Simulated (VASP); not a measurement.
Set up this calculation in VASP 6.6.1, as the native input.

* Task: relaxation of cell and atoms
* Functional: LDA
* Potentials or basis: VASP PAW LDA potentials, release 64 (As, Pt)
* Cutoff: 600 eV
* k mesh: 6 × 6 × 6
* Occupations: gaussian, width 0.03 eV
* Spin: no spin polarisation
* Further INCAR settings: ALGO = Normal; EDIFF = 1e-06; IBRION = 2; EDIFFG = -0.01; NSW = 90; ISIF = 3

The structure of As2Pt (Sperrylite) lies in POSCAR:

```
As2Pt
1.0
    5.9665000000      0.0000000000      0.0000000000
    0.0000000000      5.9665000000      0.0000000000
    0.0000000000      0.0000000000      5.9665000000
As Pt
8 4
Direct
    0.3830000000      0.3830000000      0.3830000000
    0.1170000000      0.6170000000      0.8830000000
    0.8830000000      0.1170000000      0.6170000000
    0.6170000000      0.8830000000      0.1170000000
    0.6170000000      0.6170000000      0.6170000000
    0.8830000000      0.3830000000      0.1170000000
    0.1170000000      0.8830000000      0.3830000000
    0.3830000000      0.1170000000      0.8830000000
    0.0000000000      0.0000000000      0.0000000000
    0.5000000000      0.0000000000      0.5000000000
    0.5000000000      0.5000000000      0.0000000000
    0.0000000000      0.5000000000      0.5000000000
```

The input as run:

INCAR

```
SYSTEM = As2Pt
  PREC = Accurate
  ENCUT = 600
  EDIFF = 1E-6
  ISMEAR = 0
  SIGMA = 0.03
  LREAL = .FALSE.
  LASPH = .TRUE.
  NELM = 80
  ALGO = Normal
  ISIF = 3
  LWAVE = .FALSE.
  LCHARG = .FALSE.
  GGA = CA
  IBRION = 2
  NSW = 90
  EDIFFG = -0.01
  KPAR = 4
```

KPOINTS

```
Automatic mesh
0
G
  6 6 6
  0 0 0
```

Potentials or basis: VASP PAW LDA potentials, release 64 (As, Pt).

Run with:

```console
$ cat potpaw_LDA.64/As/POTCAR potpaw_LDA.64/Pt/POTCAR > POTCAR
$ mpirun -np 4 vasp_std > vasp.out
```

Results of the run:

* Relaxed volume: 17.57 Å³/atom
* Relaxed cell: a = 5.951 Å, b = 5.951 Å, c = 5.951 Å, α = 90.00°, β = 90.00°, γ = 90.00°
* Space group after relaxing (to 0.05 Å): Pa-3 (No. 205)
* Energy gained by relaxing: 0.5 meV/atom
* Ionic steps: 3
* Pressure after relaxing: 0.0 GPa
* Largest force after relaxing: 0.004 eV/Å
* Band gap on the k mesh: 0.29 eV, indirect (least direct gap 1.04 eV)

Caveat: spin-orbit coupling is left out, which moves the levels of the heavy elements.

It took 79 s on 4 MPI ranks on AMD EPYC 9R45 96-Core Processor (Zen 5), on a shared host, peak memory 0.4 GiB a rank.
